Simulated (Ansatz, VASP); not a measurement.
# Two plane-wave programs on LiF (Griceite)

```xyz
2
Lattice="0.0000 2.0146 2.0146 2.0146 0.0000 2.0146 2.0146 2.0146 0.0000" Properties=species:S:1:pos:R:3 pbc="T T T"
Li    0.0000    0.0000    0.0000
F     2.0146    2.0146    2.0146
```

Alike in both runs: task single point; functional r2SCAN; k mesh 10 × 10 × 10; no spin polarisation.

|  | VASP | Ansatz |
| --- | --- | --- |
| version | VASP 6.6.1 | Ansatz 0.2.0 |
| potentials or method | VASP PAW PBE potentials, release 64 (Li_sv, F) | plane waves, PAW |
| plane-wave cutoff (eV) | 520 | 500 |
| occupations | gaussian, width 0.01 eV | fixed |
| valence electrons in the cell | 10 | 10 |

VASP gave:

- gap on the k mesh at the Fermi level (eV): 10.26

Question: Estimate Ansatz's values.

Answer: gap on the k mesh at the Fermi level (eV): 10.05.

 A k mesh can miss the band edges. r2SCAN opens gaps a little over a GGA but as a rule still falls short of measured ones.
